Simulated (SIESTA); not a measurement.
Runs of SIESTA 5.4.2 on Sb. The structure is cubic, space group Pm-3m (No. 221). The conventional cell has a = 3.160 Å, b = 3.160 Å, c = 3.160 Å, α = 90.00°, β = 90.00°, γ = 90.00°. Sb (site symmetry m-3m) is surrounded by 6 Sb at 3.16 Å. This isn't the form of Sb at room conditions, which is rhombohedral.

```csv
task,level,potentials or basis,cell,force tolerance,gap on the mesh (eV),pressure (GPa),relaxed volume (Å³/atom)
relaxation of cell and atoms,PBEsol,"PseudoDojo 0.4 standard (PBEsol files), DZP (energy shift 0.003 Ry; two zetas on semicore shells)",relaxed,0.02 eV/Å,none,0.0,29.39
relaxation of cell and atoms,PW91,"PseudoDojo 0.4 standard (PBE files), DZP (energy shift 0.003 Ry; two zetas on semicore shells)",relaxed,0.02 eV/Å,none,-0.1,30.78
relaxation of cell and atoms,revPBE,"PseudoDojo 0.4 standard (PBE files), DZP (energy shift 0.003 Ry; two zetas on semicore shells)",relaxed,0.02 eV/Å,none,0.0,(a)
relaxation of cell and atoms,LDA,"PseudoDojo 0.4 standard (LDA files), DZP (energy shift 0.003 Ry; two zetas on semicore shells)",relaxed,0.02 eV/Å,none,0.0,28.79
```

Alike in all rows: no spin polarisation; k mesh 8 × 8 × 8; smearing fermi-dirac 0.05 eV; grid cutoff 500 Ry; energy shift 0.003 Ry.

**Question.** Estimate the missing entries.

**Answer.** (a) 31.24.

Caveats: the basis of atomic orbitals isn't converged, which shifts pressures, moduli and gaps; the potentials were made for another functional, which shifts forces and pressure (some runs).

A k mesh can miss the band edges, and the runs leave out spin-orbit coupling on Sb.

A gap of «none» marks a metal or a gap under the smearing width.

Runs at the PBE level aren't shown here.
